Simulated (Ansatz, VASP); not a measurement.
# GaN: VASP beside Ansatz

INCAR

```
PREC = Accurate
ENCUT = 520
EDIFF = 1E-6
ISMEAR = 0
SIGMA = 0.05
LREAL = F
LASPH = T
NELM = 100
ALGO = Normal
ISIF = 2
LWAVE = F
LCHARG = F
GGA = PS
NBANDS = 16
```

KPOINTS

```
regular mesh
0
Gamma
  14 14 14
```

The input POSCAR:

```
GaN
1.0
    0.0000000000      2.1985020130      2.1985020130
    2.1985020130      0.0000000000      2.1985020130
    2.1985020130      2.1985020130      0.0000000000
Ga N
1 1
Direct
    0.0000000000      0.0000000000      0.0000000000
    0.5000000000      0.5000000000      0.5000000000
```

Input for Ansatz:

```yaml
crystal:
  lattice:
    - [0.0, 2.198502013, 2.198502013]
    - [2.198502013, 0.0, 2.198502013]
    - [2.198502013, 2.198502013, 0.0]
  atoms:
    - { symbol: Ga, position: [0.0, 0.0, 0.0] }
    - { symbol: "N", position: [0.5, 0.5, 0.5] }
basis:
  ecutwfc: 420
kpoints:
  mp_grid: { grid: [14, 14, 14] }
hamiltonian:
  xc: pbesol
scf:
  occupations: { method: gaussian, width: 0.05 }
output:
  forces: true
  stress: true
  eigenvalues: true
  populations: true
```

Alike in both runs: task single point; functional PBEsol; k mesh 14 × 14 × 14; occupations gaussian, width 0.05 eV; no spin polarisation.

```csv
,VASP,Ansatz
version,VASP 6.6.1,Ansatz 0.2.0
potentials or method,"VASP PAW PBE potentials, release 64 (Ga_d, N)","scalar-relativistic, plane waves, PAW"
plane-wave cutoff (eV),520,420
valence electrons in the cell,18,18
```

|  | VASP | Ansatz | Ansatz less VASP |
| --- | --- | --- | --- |
| gap on the k mesh at the Fermi level (eV) | none | none | - |
| pressure (GPa) | -21.1 | -21.4 | -0.35 |

A gap of «none» marks a metal or a gap that the smearing closes. With one functional, cell and mesh, what is left measures potentials, basis and numerics.

Caveats: so large a pressure means that the cell lies far from this level's equilibrium, or that cutoff or potentials fall short (VASP); the potentials were made for another functional, which shifts forces and pressure (VASP).
